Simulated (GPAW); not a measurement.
Crystal: AlNi.

```xyz
2
Lattice="2.8810 0.0000 0.0000 0.0000 2.8810 0.0000 0.0000 0.0000 2.8810" Properties=species:S:1:pos:R:3 pbc="T T T"
Ni    1.4405    1.4405    1.4405
Al    0.0000    0.0000    0.0000
```

Base run:

- Program: GPAW 26.7.0
- Functional: PBEsol
- Potentials or basis: PAW data sets generated in the run's folder for this functional
- Cutoff: 600 eV
- Basis: pw
- k mesh: 9 × 9 × 9
- Occupations: fermi-dirac, width 0.05 eV
- Spin: collinear spin, ferromagnetic start
- Starting moments: [1.0, 0.0] μB
- Hubbard terms: Ni d U = 3 eV

Its results: pressure -4.4 GPa; net moment 0.00 μB per cell.

Task: The run is repeated on the same cell with these changes: hubbard terms from Ni d U = 3 eV to Ni d U = 8 eV. What comes out?

Result: Pressure -7.6 GPa; net moment 0.00 μB per cell.

Caveats: the stock nickel data set gives pressures a few GPa off other programs; the U is typed as a test and isn't derived for this compound.

Not every run made on this cell is shown here.
